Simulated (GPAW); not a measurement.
# Fe (P6_3/mmc) in GPAW: notebook

Aim: see how the results for Fe move with the level of theory and the settings. Levels: PBE, r2SCAN+D3(BJ). Tasks: single point, relaxation of cell and atoms.

All numbers are computed with GPAW 26.7.0; they aren't measurements. Logs are shortened: lines on timing, memory, paths and dates and some standing lists are left out, and cuts for length are marked. The log counts tension as positive stress, the text compression.

## Step 1: Starting point

The structure is hexagonal, space group P6_3/mmc (No. 194). The conventional cell has a = 2.434 Å, b = 2.434 Å, c = 3.842 Å, α = 90.00°, β = 90.00°, γ = 120.00°. Around Fe (site symmetry -6m2) lie 12 Fe at 2.38 to 2.43 Å.

This isn't the form of Fe at room conditions, which is bcc.

## Step 2: Single point, PBE, collinear spin, ferromagnetic start

The input, Fe.xyz:

```xyz
2
Lattice="2.4341575853 0.0000000000 0.0000000000 -1.2170787927 2.1080423057 0.0000000000 0.0000000000 0.0000000000 3.8419344700" Properties=species:S:1:pos:R:3 pbc="T T T"
Fe     1.2170787928      0.7026807685      2.8814508525
Fe    -0.0000000002      1.4053615372      0.9604836175
```

Potentials or basis: GPAW PAW data sets (gpaw-data 1.2.1), pw.

On the command line:

```console
OMP_NUM_THREADS=1 gpaw run Fe.xyz -p 'mode=PW(600),xc=PBE,kpts={size:(12,12,7),gamma:True},occupations={name:fermi-dirac,width:0.05},nbands=19,convergence={density:1e-05,energy:1e-05},maxiter=150,txt=gpaw.txt' --properties efsMm -w gs.gpw --modify 'atoms.set_initial_magnetic_moments([3.0, 3.0])'
```

The program printed:

```text
__  _  _
 | _ |_)|_||  |
 |__||  | ||/\| - 26.7.0

Input parameters:
  mode=PW(ecut=600.0),
  convergence={'density': 1e-05, 'energy': 1e-05},
  kpts=MonkhorstPack(size=[12, 12, 7], gamma=True),
  maxiter=150,
  nbands=19,
  occupations=Occupations(name='fermi-dirac', width=0.05),
  xc=XC(name='PBE')

Diagonalizing LCAO Hamiltonian
Converting LCAO to pw mode

          Fe

        Fe

Atoms  # Å, Bohr magnetons
|   | symbol |         x |        y |        z |    initial magnetic moments |
|---|--------|-----------|----------|----------|-----------------------------|
| 0 |     Fe |  1.217079 | 0.702681 | 2.881451 | ( 0.0000,  0.0000,  3.0000) |
| 1 |     Fe | -0.000000 | 1.405362 | 0.960484 | ( 0.0000,  0.0000,  3.0000) |

Unit cell  # Å
| periodic |         x |        y |        z |  lengths |     angles |
|----------|-----------|----------|----------|----------|------------|
|      yes |  2.434158 | 0.000000 | 0.000000 | 2.434158 |  90.000000 |
|      yes | -1.217079 | 2.108042 | 0.000000 | 2.434158 |  90.000000 |
|      yes |  0.000000 | 0.000000 | 3.841934 | 3.841934 | 120.000000 |

Number of symmetries: 12
Symmetry operations  # r_c * U_cc + t_c -> r_c
|    | kind |            matrix            |
|----|------|------------------------------|
|  0 |  σ   |  1, 1, 0,  0,-1, 0,  0, 0, 1 |
|  1 |  S6  |  1, 1, 0, -1, 0, 0,  0, 0,-1 |
|  2 |  E   |  1, 0, 0,  0, 1, 0,  0, 0, 1 |
|  3 |  C2  |  1, 0, 0, -1,-1, 0,  0, 0,-1 |
|  4 |  C2  |  0, 1, 0,  1, 0, 0,  0, 0,-1 |
|  5 |  C3  |  0, 1, 0, -1,-1, 0,  0, 0, 1 |
|  6 |  S6  |  0,-1, 0,  1, 1, 0,  0, 0,-1 |
|  7 |  σ   |  0,-1, 0, -1, 0, 0,  0, 0, 1 |
|  8 |  σ   | -1, 0, 0,  1, 1, 0,  0, 0, 1 |
|  9 |  i   | -1, 0, 0,  0,-1, 0,  0, 0,-1 |
| 10 |  C3  | -1,-1, 0,  1, 0, 0,  0, 0, 1 |
| 11 |  C2  | -1,-1, 0,  0, 1, 0,  0, 0,-1 |

BZ-sampling:
  Number of BZ points: 1008
  Number of IBZ points: 112

  Monkhorst-Pack size: [12, 12, 7]
  Monkhorst-Pack shift: [0.041666666666666664, 0.041666666666666664, 0.0]

K-points  # in reciprocal-cell coordinates
|     |                                coordinates |     weight |
|-----|--------------------------------------------|------------|
|   0 | ( -0.00000000,  -0.00000000,   0.00000000) | 0.00099206 |
|   1 | ( -0.00000000,  -0.00000000,   0.14285714) | 0.00198413 |
|   2 | ( -0.00000000,  -0.00000000,   0.28571429) | 0.00198413 |
|   3 | ( -0.00000000,  -0.00000000,   0.42857143) | 0.00198413 |
|   4 | (  0.08333333,  -0.00000000,  -0.42857143) | 0.00595238 |
|   5 | (  0.08333333,  -0.00000000,  -0.28571429) | 0.00595238 |
|   6 | (  0.08333333,  -0.00000000,  -0.14285714) | 0.00595238 |
|   7 | (  0.08333333,  -0.00000000,   0.00000000) | 0.00595238 |
|   8 | (  0.08333333,  -0.00000000,   0.14285714) | 0.00595238 |
|   9 | (  0.08333333,  -0.00000000,   0.28571429) | 0.00595238 |
| ... |                                            |            |
| 111 | (  0.50000000,   0.50000000,   0.42857143) | 0.00595238 |

Plane wave coefficients: 693
Cutoff: 600.0 eV

Spin-components: 2 (collinear spins)
Bands:           19
Projectors:      12
Spin-degeneracy: 1
Datatype:        complex128

Parallelization:
  kpt:    1
  domain: 1
  band:   1

Density:
  Valence electrons: 16.0
  Components: 2
  Grid points: [14 14 24]
  Charge: 0.0  # |e|

Potential:
  Grid points: [14 14 24]

species:
  Fe:
    name:    Iron
    Z:       26.0
    valence: 8
    core:    18
    charge:  0.0  # [|e|]
    compensation charges:
      type: gauss
      rc: 0.33  # [Å]
      lmax: 2
    cutoffs:
      filter: 2.06  # [Å]
      core: 2.67  # [Å]
    projectors
    | kind |    occ | energy [eV] | rcut [Å] |
    |------|--------|-------------|----------|
    |   4s |  2.000 |      -5.291 |    1.164 |
    |   4p |  0.000 |      -1.326 |    1.058 |
    |   3d |  6.000 |      -7.505 |    1.058 |
    |    s |        |      21.920 |    1.164 |
    |    p |        |      25.885 |    1.058 |
    |    d |        |      19.706 |    1.058 |

    Using partial waves for Fe as LCAO basis

Reference energy: -69238.909200  # eV

eigensolver:
  PPCG
  Converge bands: occupied
  niter=2

density mixing:
  MSR1-Mixer
  Pratt-step length: 0.05
  Maximum mixing coefficient: 0.75
  Old densities: 10
  SVD Regularization: 0.005
  Good broyden scale: 1.0
  Trust region scale: 1.0
  Backstep threshold: 4.0
  History deletion threshold: 6.0
  Fourier metric: weight=20.0, sigma=0.015

occupation numbers:
  Fermi-Dirac:
    width: 0.0500  # eV

poisson solver:
  ecut: 4800.0  # eV

xc functional:
  name: PBE with 2 nearest neighbor stencil

convergence criteria:
- Maximum integral of absolute [dens]ity change: 1e-05 electrons / valence electron
- Maximum [total energy] change in last 3 cyles: 1e-05 eV / valence electron
- Maximum integral of absolute [eigenst]ate change: 4e-08 eV^2 / valence electron
maximum number of iterations: 150

SCF iterations
|iter     | |      energy | eigst |  dens |  magmom |
|---------|-|-------------|-------|-------|---------|
|iter:   1| |  -16.739684 | +0.34 |       |  +6.0106|
|iter:   2| |  -16.732030 | -1.88 | -0.80 |  +5.9231|
|iter:   3| |  -16.959562 | -1.96 | -0.84 |  +4.8752|
|iter:   4| |  -17.318315 | -2.19 | -1.09 |  +3.5695|
|iter:   5| |  -16.036241 | -0.99 | -0.99 |  -3.5705|
|iter:   6| |  -17.766744 | -0.98 | -0.69 |  +1.6252|
|iter:   7| |  -17.706326 | -2.68 | -1.10 |  +1.7049|
|iter:   8| |  -17.807920 | -2.34 | -1.21 |  +0.2442|
|iter:   9| |  -17.802430 | -2.33 | -1.62 |  -0.8359|
|iter:  10| |  -17.822828 | -2.99 | -1.44 |  -0.1465|
|iter:  11| |  -17.823575 | -4.51 | -2.21 |  -0.0133|
|iter:  12| |  -17.823568 | -5.51 | -2.85 |  -0.0024|
|iter:  13| |  -17.823570c| -6.68 | -3.60 |  +0.0020|
|iter:  14| |  -17.823570c| -7.54c| -4.14 |  +0.0002|
|iter:  15| |  -17.823570c| -8.22c| -4.82 |  +0.0000|
|iter:  16| |  -17.823570c| -8.84c| -5.32c|  +0.0000|

Converged in 16 steps
Energy contributions relative to reference atoms: (reference = -69238.909200)

Energy contributions:
  Kinetic:          11.482929
  Coulomb:          -9.840694
  Zero:              0.235823
  External:          0.000000
  Xc:              -19.691835
  Entropy:          -0.019589
  Spinorbit:         0.000000
  ----------------------------
  Free energy:     -17.833365
  Extrapolated:    -17.823570

dipole moment: (-0.000012, -0.000021, -0.000038)  # |e|*Ang

Total magnetic moment: (0.000000, 0.000000, 0.000009)

Local magnetic moments
|        x |        y |         z |
|----------|----------|-----------|
| 0.000000 | 0.000000 | -0.000003 |  # Fe   0
| 0.000000 | 0.000000 | -0.000003 |  # Fe   1

Fermi level: 12.269
Eigenvalues  # (at kpt = [-0.000, -0.000, 0.000])
| band index |      eig [eV] | occ [0-1] |      eig [eV] | occ [0-1] |
|------------|---------------|-----------|---------------|-----------|
|          0 |         3.006 |     1.000 |         3.006 |     1.000 |
|          1 |         7.083 |     1.000 |         7.083 |     1.000 |
|          2 |        10.503 |     1.000 |        10.503 |     1.000 |
|          3 |        10.503 |     1.000 |        10.503 |     1.000 |
|          4 |        10.656 |     1.000 |        10.656 |     1.000 |
|          5 |        11.001 |     1.000 |        11.001 |     1.000 |
|          6 |        11.001 |     1.000 |        11.001 |     1.000 |
|          7 |        11.353 |     1.000 |        11.353 |     1.000 |
|          8 |        11.353 |     1.000 |        11.353 |     1.000 |
|          9 |        12.692 |     0.000 |        12.692 |     0.000 |
|         10 |        13.009 |     0.000 |        13.009 |     0.000 |
|         11 |        13.009 |     0.000 |        13.009 |     0.000 |
|         12 |        21.389 |     0.000 |        21.389 |     0.000 |
|         13 |        34.258 |     0.000 |        34.258 |     0.000 |
|         14 |        37.976 |     0.000 |        37.987 |     0.000 |
|         15 |        37.988 |     0.000 |        38.006 |     0.000 |
|         16 |        38.044 |     0.000 |        38.044 |     0.000 |
|        ... |               |           |               |           |
|         18 |        38.356 |     0.000 |        38.567 |     0.000 |

No gap
No difference between direct/indirect transitions

Forces  # eV/Ang
|        x |        y |        z |
|----------|----------|----------|
| -0.00000 |  0.00000 |  0.00008 |  # Fe   0
|  0.00000 | -0.00000 | -0.00008 |  # Fe   1

Stress tensor  # eV/Ang^3
|         x |         y |         z |
|-----------|-----------|-----------|
| -0.084339 | -0.000000 |  0.000000 |
| -0.000000 | -0.084339 | -0.000000 |
|  0.000000 |  0.000000 | -0.099540 |

# Writing to gs.gpw (mode='')
```

Run time: 63 s. Hardware: 1 thread of Arm Neoverse V2, shared host; peak memory 0.19 GiB.

What came out:

* Free energy: -17.8334 eV
* Pressure: 14.3 GPa
* Band gap on the k mesh: none (metal or under the smearing width)
* Net moment: 0.00 μB per cell

Caveat: the starting moments collapsed, and a magnetic state may lie lower.

## Step 3: Relaxation of cell and atoms, r2SCAN+D3(BJ), collinear spin, ferromagnetic start

The input, run.py:

```python
from ase.calculators.mixing import SumCalculator
from ase.filters import FrechetCellFilter
from ase.io import read, write
from ase.optimize import LBFGS
from dftd3.ase import DFTD3
from gpaw import GPAW, PW

atoms = read('Fe.xyz')
atoms.set_initial_magnetic_moments([3.0, 3.0])

calc = GPAW(mode=PW(600),
            xc='MGGA_X_R2SCAN+MGGA_C_R2SCAN',
            kpts={'size': (9, 9, 5), 'gamma': True},
            occupations={'name': 'fermi-dirac', 'width': 0.05},
            nbands=19,
            convergence={'density': 1e-05, 'energy': 1e-05},
            maxiter=150,
            txt='gpaw.txt')
atoms.calc = SumCalculator([calc, DFTD3(method='r2scan', damping='d3bj')])
opt = LBFGS(FrechetCellFilter(atoms), trajectory='relax.traj', logfile='-')
done = opt.run(fmax=0.05, steps=100)
calc.write('gs.gpw')
write('result.traj', atoms)
print('Converged:', done)
print('Cell:', atoms.cell.cellpar().round(4))
print('Volume:', round(atoms.get_volume(), 4))
print(atoms.get_scaled_positions().round(5))
```

Fe.xyz is that of step 2.

Potentials or basis: GPAW PAW data sets (gpaw-data 1.2.1), pw.

On the command line:

```console
OMP_NUM_THREADS=1 python run.py
```

It took 11 min on 1 thread of Arm Neoverse V2, shared host; peak memory 0.61 GiB.

The run converged. Its results:

| Property | Result |
| --- | --- |
| Free energy | -28.8339 eV |
| Relaxed volume | 12.29 Å³/atom |
| Relaxed cell | a = 2.552 Å, b = 2.552 Å, c = 4.361 Å, α = 90.00°, β = 90.00°, γ = 120.00° |
| Space group after relaxing (to 0.05 Å) | P6_3/mmc (No. 194) |
| Energy gained by relaxing | 371.0 meV/atom |
| Ionic steps | 7 |
| Pressure after relaxing | 0.0 GPa |
| Band gap on the k mesh | none (metal or under the smearing width) |
| Net moment | 5.70 μB per cell |
| Site moments | Fe +2.91 μB |
| Dispersion energy per atom | -0.155 eV |

Stress tensor (GPa, compression positive):
```
-0.25  0.00  0.00
 0.00 -0.25  0.00
 0.00  0.00  0.45
```

The path:
```csv
step,energy change (eV),largest force (eV/Å),pressure (GPa),volume (Å³)
1,0.0000,0.0001,54.04,19.71
2,-0.3988,0.0001,29.11,21.17
3,-0.7023,0.0001,6.34,23.56
4,-0.7364,0.0002,1.44,24.49
5,-0.7399,0.0002,-0.91,24.88
6,-0.7402,0.0002,-0.71,24.83
7,-0.7420,0.0005,-0.02,24.59
```

Final structure:
```
CELL_PARAMETERS angstrom
2.55155 0.00000 0.00000
-1.27578 2.20971 0.00000
0.00000 0.00000 4.36069
ATOMIC_POSITIONS crystal
Fe 0.66667 0.33333 0.75001
Fe 0.33333 0.66667 0.24999
```

Levels at points of the mesh, in eV from the Fermi level:
Spin up:
| k point | band 9 | band 10 | band 11 | band 12 | band 13 | band 14 |
| --- | --- | --- | --- | --- | --- | --- |
| (0.00, 0.00, 0.00) | -2.71 | -1.84 | -1.84 | -1.00 | 4.85 | 21.63 |
Spin down:
```
           k point  band 2  band 3  band 4  band 5  band 6  band 7  band 8  band 9
(0.00, 0.00, 0.00)   -4.14   -1.40   -0.46    0.37    0.38    0.71    0.72    1.95
```

Caveat: each step starts from the last one's moments, so a moment once lost doesn't come back; later steps reuse the first step's grids; the volume moved by over 15 % at a fixed basis, so the end points are rough; the PAW data sets were made with another functional, which shifts forces and pressure a little; pairwise dispersion overbinds metals, which lowers pressure and volume.

## Step 4: Single point, PBE, collinear spin, ferromagnetic start

The input, run.py:

```python
from ase.dft.bandgap import bandgap
from ase.io import read, write
from ase.units import GPa
from gpaw import GPAW, PW

atoms = read('Fe.xyz')
atoms.set_initial_magnetic_moments([3.0, 3.0])

calc = GPAW(mode=PW(600),
            xc='PBE',
            kpts={'size': (20, 20, 11), 'gamma': True},
            occupations={'name': 'fermi-dirac', 'width': 0.05},
            nbands=19,
            convergence={'density': 1e-05, 'energy': 1e-05},
            maxiter=80,
            txt='gpaw.txt')
atoms.calc = calc
energy = atoms.get_potential_energy()
forces = atoms.get_forces()
stress = atoms.get_stress()
calc.write('gs.gpw')
write('result.traj', atoms)
print(f'Energy: {energy:.6f} eV')
print('Forces (eV/A):')
print(forces.round(4))
print('Stress (GPa):', (stress / GPa).round(3))
print('Moments:', calc.get_magnetic_moments().round(3))
print('Fermi level:', round(calc.get_fermi_level(), 4), 'eV')
print(f'Gap: {bandgap(calc)[0]:.4f} eV, direct: {bandgap(calc, direct=True)[0]:.4f} eV')
```

Fe.xyz is that of step 3.

On the command line:

```console
OMP_NUM_THREADS=1 python run.py
```

Wall time 4 min (1 thread of Arm Neoverse V2, shared host); peak memory 0.37 GiB.

The run converged. Its results:

- Free energy: -17.8318 eV
- Pressure: 14.4 GPa
- Band gap on the k mesh: none (metal or under the smearing width)
- Net moment: 0.00 μB per cell

Stress tensor (GPa, compression positive):
```
13.93  0.00  0.00
 0.00 13.93  0.00
 0.00  0.00 15.27
```

Levels at points of the mesh, in eV from the Fermi level:
Spin up:
```
           k point  band 6  band 7  band 8  band 9  band 10  band 11
(0.00, 0.00, 0.00)   -1.26   -1.26   -0.90   -0.90     0.44     0.75
(0.50, 0.50, 0.00)   -1.62   -1.13    0.86    1.10     1.15     2.78
```
Spin down:
```tsv
k point	band 4	band 5	band 6	band 7	band 8	band 9	band 10	band 11	band 12	band 13
(0.00, 0.00, 0.00)	-1.75	-1.60	-1.26	-1.26	-0.90	-0.90	0.44	0.75	0.75	9.13
(0.50, 0.50, 0.00)	-2.22	-2.08	-1.62	-1.13	0.86	1.10	1.15	2.78	4.99	11.54
```

Caveat: the starting moments collapsed, and a magnetic state may lie lower.
